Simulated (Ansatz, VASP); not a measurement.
# Sr: VASP beside Ansatz

```
Sr
1.0
    -1.91685    1.91685    1.91685
     1.91685   -1.91685    1.91685
     1.91685    1.91685   -1.91685
Sr
1
Direct
  0.00000 0.00000 0.00000
```

Change from the starting cell: volume scaled by 0.55, LAPW.

Alike in both runs: task single point; functional PBEsol; k mesh 11 × 11 × 11; occupations fermi-dirac, width 0.08 eV; no spin polarisation.

|  | VASP | Ansatz |
| --- | --- | --- |
| version | VASP 6.6.1 | Ansatz 0.2.0 |
| potentials or method | VASP PAW PBE potentials, release 64 (Sr_sv), cutoff 520 eV | all-electron LAPW, scalar-relativistic |

```tsv
	VASP	Ansatz	Ansatz less VASP
pressure (GPa)	18.7	18.5	-0.22
```

Ansatz ran all-electron here, so the differences hold the error of VASP's frozen core and of both bases.

Caveats: so large a pressure means that the cell lies far from this level's equilibrium, or that cutoff or potentials fall short (VASP); the potentials were made for another functional, which shifts forces and pressure (VASP).
